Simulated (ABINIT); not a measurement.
ZnCu:

```
Zn Cu
1.0
     2.94500    0.00000    0.00000
     0.00000    2.94500    0.00000
     0.00000    0.00000    2.94500
Zn Cu
1 1
Direct
  0.50000 0.50000 0.50000
  0.00000 0.00000 0.00000
```

- Program: ABINIT 10.8.3 (patched build)
- Task: relaxation of cell and atoms
- Functional: LDA-PZ
- Potentials or basis: JTH PAW LDA v2.0
- Cutoff: 707 eV
- k mesh: 7 × 7 × 7
- Occupations: fermi-dirac, width 0.05 eV
- Spin: no spin polarisation

At the start: pressure -10.1 GPa; volume 12.77 Å³/atom.

**Question.** Where does the relaxation end?

**Answer.** Over 5 steps the energy falls by 32.7 meV/atom and the volume is 11.81 Å³/atom (-7.5 %); space group Pm-3m (No. 221, to 0.05 Å).

Step by step:
```
step  energy change (eV)  largest force (eV/Å)  pressure (GPa)  volume (Å³)
   1              0.0000                0.0000          -10.06        25.54
   2             -0.0409                0.0000           -6.63        24.76
   3             -0.0646                0.0000            1.28        23.43
   4             -0.0654                0.0000           -0.05        23.63
   5             -0.0654                0.0000            0.00        23.62
```

Final structure:
```
CELL_PARAMETERS angstrom
2.86929 0.00000 0.00000
0.00000 2.86929 0.00000
0.00000 0.00000 2.86929
ATOMIC_POSITIONS crystal
Zn 0.50000 0.50000 0.50000
Cu 0.00000 0.00000 0.00000
```
